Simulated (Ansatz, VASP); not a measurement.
**Ti: VASP beside Ansatz**

```xyz
1
Lattice="-1.6276 1.6276 1.6276 1.6276 -1.6276 1.6276 1.6276 1.6276 -1.6276" Properties=species:S:1:pos:R:3 pbc="T T T"
Ti    0.0000    0.0000    0.0000
```

Alike in both runs: functional PBE; k mesh 18 × 18 × 18; occupations gaussian, width 0.1 eV; no spin polarisation.

Ansatz relaxed the structure, and its values are those at the end. VASP's run is a single point on that final structure, the one shown.

|  | VASP | Ansatz |
| --- | --- | --- |
| version | VASP 6.6.1 | Ansatz 0.2.0 |
| potentials or method | VASP PAW PBE potentials, release 64 (Ti_sv) | scalar-relativistic, plane waves, PAW |
| plane-wave cutoff (eV) | 520 | 520 |
| valence electrons in the cell | 12 | 12 |

|  | VASP | Ansatz | Ansatz less VASP |
| --- | --- | --- | --- |
| gap on the k mesh at the Fermi level (eV) | none | none | - |
| pressure (GPa) | -0.2 | 0.0 | +0.25 |

A gap of «none» marks a metal or a gap that the smearing closes. The functional is the same, so the differences come from potentials, cutoffs and numerics.
